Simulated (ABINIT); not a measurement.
A run of ABINIT 10.8.3 (patched build) is set up as follows.

File run.abi:

```
# Pseudopotentials
pp_dirpath "./"
pseudos "Hf.upf"

# Structure
acell 3.1395541085 3.1395541085 3.1395541085 Angstrom
rprim
     0.0000000000     0.7071067812     0.7071067812
     0.7071067812     0.0000000000     0.7071067812
     0.7071067812     0.7071067812     0.0000000000
ntypat 1
znucl 72
natom 1
typat 1
xred
     0.0000000000     0.0000000000     0.0000000000

# Plane-wave basis
ecut 29.0

# k points
kptopt 1
ngkpt 10 10 10
nshiftk 1
shiftk 0.0 0.0 0.0

# Exchange and correlation
ixc -116133

# Bands and occupations
nband 10
occopt 3
tsmear 0.05 eV

# SCF cycle
nstep 100
tolvrs 1.0e-10

# Output
iomode 3
prtwf 0
prtden 0
prteig 0
prtebands 0
enunit 1
```

Potentials or basis: PseudoDojo NC SR PBEsol v0.4.1 standard.

Run with:

```console
$ abinit run.abi > log 2>&1
```

(1) Predict the band gap on the k mesh.

(2) What does it give for the pressure?

Results:

(1) none (metal or under the smearing width).

(2) -1.3 GPa.
